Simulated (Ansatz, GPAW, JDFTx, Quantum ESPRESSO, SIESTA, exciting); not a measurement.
One calculation of BP, 9 ways

```
P B
1.0
     0.00000    2.26900    2.26900
     2.26900    0.00000    2.26900
     2.26900    2.26900    0.00000
P B
1 1
Direct
  0.75000 0.75000 0.75000
  0.00000 0.00000 0.00000
```

Alike in all runs: task band structure; functional PBE; k mesh 10 × 10 × 10; occupations fermi-dirac, width 0.05 eV; no spin polarisation; no spin-orbit coupling. Pressure is positive in compression and, in plane waves, holds the error of the finite cutoff, which Ansatz's Pulay term estimates and takes out. Gaps are the smaller of the mesh's and the band path's.

| program and potentials | plane-wave cutoff (eV) | notes | band gap (eV) | pressure (GPa) |
| --- | --- | --- | --- | --- |
| SIESTA, files PseudoDojo sr-pbe-0.4.1-standard, TZP (energy shift 0.01 Ry) | - | atomic basis | 1.22 | 3.55 |
| GPAW, SG15 ONCV 1.2 | 1100 | - | 1.28 | 0.37 |
| Quantum ESPRESSO, PseudoDojo 0.4.1 SR PBE standard | 1034 | - | 1.25 | 0.99 |
| GPAW, GPAW PAW data sets (gpaw-data 1.2.1) | 800 | - | 1.24 | 1.38 |
| exciting, all-electron LAPW+lo, shipped species files, valence relativity iora* | - | - | 1.24 | - |
| JDFTx, PseudoDojo-SR-PBE-0.5-standard with smoothed tails | 1034 | - | 1.25 | - |
| Ansatz, all-electron LAPW, scalar-relativistic | - | - | 1.24 | 1.09 |
| Ansatz, SPMS NC | 789 | Pulay term of +0.15 GPa included | 1.25 | 0.93 |
| JDFTx, PseudoDojo-SR-PBE-0.5-standard | 1034 | - | 1.25 | - |

The band gap spans 1.22 (SIESTA, files PseudoDojo sr-pbe-0.4.1-standard, TZP (energy shift 0.01 Ry)) to 1.28 eV (GPAW, SG15 ONCV 1.2), with all-electron results at 1.24. The pressure spans 0.37 (GPAW, SG15 ONCV 1.2) to 3.55 GPa (SIESTA, files PseudoDojo sr-pbe-0.4.1-standard, TZP (energy shift 0.01 Ry)), with all-electron results at 1.09. The paths' points differ, which is worth about 0.01 eV. Rows in atomic bases carry the error of their basis and grid, which can be large.

Differences between rows come from potentials, basis sets and numerical settings, since the functional is the same but for its coding. Runs on potential files found faulty are left out.
